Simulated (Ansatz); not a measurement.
In doubt: masses and optical values from hybrid runs of this build are listed as unsure, which bears on the screening that GW takes from such a start.

Two G0W0 runs on AlH3 (R-3c).

```cif
data_structure
_symmetry_space_group_name_H-M 'P 1'
_symmetry_Int_Tables_number 1
_cell_length_a 4.6989
_cell_length_b 4.6989
_cell_length_c 4.6989
_cell_angle_alpha 56.516
_cell_angle_beta 56.516
_cell_angle_gamma 56.516
_cell_volume 67.45
loop_
_atom_site_label
_atom_site_type_symbol
_atom_site_fract_x
_atom_site_fract_y
_atom_site_fract_z
_atom_site_occupancy
Al1 Al 0.00000 0.00000 0.00000 1
Al2 Al 0.50000 0.50000 0.50000 1
H3 H 0.87800 0.62200 0.25000 1
H4 H 0.25000 0.87800 0.62200 1
H5 H 0.62200 0.25000 0.87800 1
H6 H 0.12200 0.37800 0.75000 1
H7 H 0.75000 0.12200 0.37800 1
H8 H 0.37800 0.75000 0.12200 1
```

The cell and positions come from the Crystallography Open Database and are kept as given unless a step says otherwise. PAW set soft_2, made with PBE.

The first (Ansatz 0.2.0; start HSE06, 4×4×4 mesh, 605 empty bands, screening to 250 eV; 1 × NVIDIA H100 80GB HBM3 (shared by 3 runs) with 3 threads of AMD EPYC 7R13 (Zen 3), shared host) gave, on its mesh: starting gap 3.41 eV, G0W0 gap 5.06 eV, RPA ε∞ (mean) 3.49, 50 s.

The second gave: starting gap 4.14 eV, G0W0 gap 5.29 eV, RPA ε∞ (mean) 3.28, 36 s.

**Question.** What was changed in the input? Choose among start, files, mesh, bands and cutoff, frequency model or another key.

Changed: start from HSE06 to PBE0. A jump of this size in the start, with ε∞ moving the other way, marks another functional. Other changes could give like numbers; this is the one that was made.

Limits: not at the basis limit.

[Paths, hosts, dates, memory and timing lines, banners, echoed tables and standing remarks are left out of the program output.]

[Logs are printed without paths, hosts, clocks, repeated set-up lines and the standing remarks that a program may print on its own settings, such as how far it seeks lower states.]

[Runs of the session that timed out or met a known fault of the program may be left out.]

[Cells called generated may have been cut or substituted from an entry of the Crystallography Open Database or the Materials Project.]

[Hosts, paths, dates, database ids (printed as entryN), source tags and the programs' standing remarks are cut or masked in the printed files.]
